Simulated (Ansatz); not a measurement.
## KI: response to strain

Base system: KI in the rock salt structure (space group Fm-3m, No. 225; a = 7.006 Å). Axes: x, y, z lie along the cube axes.

Strains are applied to the cell and any free atomic positions relax; under biaxial strain the out-of-plane vector relaxes too.

Level of theory: PBEsol/PAW in Ansatz (an electronic-structure program), without spin-orbit coupling.

Notes on the quantities. energy relative to the base: free energy F.

```csv
case,band gap,out-of-plane strain,energy relative to the base
base,3.87 eV,–,0 meV/atom
"biaxial strain −3.00 %, plane normal [001], relaxed out of plane",3.98 eV,+0.71 %,+9.1 meV/atom
"biaxial strain −2.50 %, plane normal [001], relaxed out of plane",3.97 eV,+0.60 %,+6.2 meV/atom
"biaxial strain −2.00 %, plane normal [001], relaxed out of plane",3.95 eV,+0.49 %,+3.9 meV/atom
"biaxial strain −1.50 %, plane normal [001], relaxed out of plane",3.93 eV,+0.37 %,+2.1 meV/atom
"biaxial strain −0.50 %, plane normal [001], relaxed out of plane",3.89 eV,+0.14 %,+0.2 meV/atom
"biaxial strain +0.50 %, plane normal [001], relaxed out of plane",3.85 eV,-0.09 %,+0.2 meV/atom
"biaxial strain +1.00 %, plane normal [001], relaxed out of plane",3.83 eV,-0.21 %,+0.8 meV/atom
"biaxial strain +1.50 %, plane normal [001], relaxed out of plane",3.81 eV,-0.33 %,+1.8 meV/atom
"biaxial strain +3.00 %, plane normal [001], relaxed out of plane",3.76 eV,-0.69 %,+6.7 meV/atom
```

Spin-orbit coupling, missing from the scalar runs, can matter with I. Gaps are read on the SCF mesh and a high-symmetry path. Whether these cells are dynamically stable was not tested.
